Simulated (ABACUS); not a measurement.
**TePb: equation of state with HCTH407**

Crystal: TePb.

```
CELL_PARAMETERS angstrom
0.00000 3.23100 3.23100
3.23100 0.00000 3.23100
3.23100 3.23100 0.00000
ATOMIC_POSITIONS crystal
Pb 0.00000 0.00000 0.00000
Te 0.50000 0.50000 0.50000
```

```
Program                                       : ABACUS 3.10.1
Task                                          : equation of state
Functional                                    : HCTH407
Potentials or basis                           : PseudoDojo NC SR 0.4.1 PBE standard
Cutoff                                        : 1129 eV
Density cutoff                                : 4517 eV
Basis                                         : plane waves
k mesh                                        : 6 × 6 × 6
Occupations                                   : fermi-dirac, width 0.05 eV
Spin                                          : no spin polarisation
Radial cutoff of the potentials (pseudo_rcut) : 10 bohr
SCF threshold on the density                  : 1e-08
Max SCF steps                                 : 100
Eigensolver                                   : dav
Mixing                                        : broyden
Mixing share                                  : 0.7
Symmetry key                                  : 1
Bands                                         : 19
```

```yaml
Equilibrium_volume: "38.21 Å³/atom (rough: see the caveat)"
Bulk_modulus: 28 GPa (rough)
```

Energy against volume, from the lowest point:
```csv
volume (Å³/atom),energy (meV/atom)
31.706,123.03
33.055,64.85
34.404,24.98
35.753,0.00
```

All runs of the series together: 33 s on 4 threads of Intel(R) Xeon(R) Platinum 8488C (Sapphire Rapids) (shared host).

Caveat: the minimum lies outside the volumes run; the potentials were made for another functional, which shifts forces and pressure. Spin-orbit coupling is left out, which matters for the levels of Pb, Te.
